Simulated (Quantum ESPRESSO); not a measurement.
Crystal: Yb.

```
Yb
1.0
     3.87990    0.00000    0.00000
    -1.93995    3.36009    0.00000
     0.00000    0.00000    6.38590
Yb
2
Direct
  0.66667 0.33333 0.75000
  0.33333 0.66667 0.25000
```

This isn't the form of Yb at room conditions, which is fcc.

| Item | Value |
| --- | --- |
| Program | Quantum ESPRESSO 7.5 |
| Task | single point |
| Functional | PBEsol |
| Potentials or basis | SSSP 1.3 efficiency PBE |
| Cutoff | 748 eV |
| Density cutoff | 5987 eV |
| k mesh | 8 × 8 × 4 |
| Occupations | fermi-dirac, width 0.05 eV |
| Spin | collinear spin, ferromagnetic start |
| Starting moments | [1.0, 1.0] μB |

On this cell: pressure -4.0 GPa; largest force under 0.003 eV/Å; net moment 0.00 μB per cell; band gap on the k mesh none (metal or under the smearing width).

The same run follows on a disturbed copy (atoms moved at random, drawn with an rms of 0.05 Å):

```
Yb
1.0
     3.87990    0.00000    0.00000
    -1.93995    3.36009    0.00000
     0.00000    0.00000    6.38590
Yb
2
Direct
  0.67785 0.34299 0.75200
  0.33407 0.65877 0.25467
```

**Question.** What does the disturbed cell give?

**Answer.** The energy (extrapolated to zero smearing) moves by +0.4 meV/atom; pressure -4.1 GPa; largest force 0.027 eV/Å; net moment 0.00 μB per cell; band gap on the k mesh none (metal or under the smearing width).

Forces on the atoms (eV/Å):
```
Yb  -0.003 -0.020  0.018
Yb   0.003  0.020 -0.018
```

Stress tensor (GPa, compression positive):
```
-4.06  0.01  0.00
 0.01 -4.25  0.00
 0.00  0.00 -4.01
```

Caveats: the potentials were made for another functional, which shifts forces and pressure; spin-orbit coupling is left out, which moves the levels of the heavy elements.
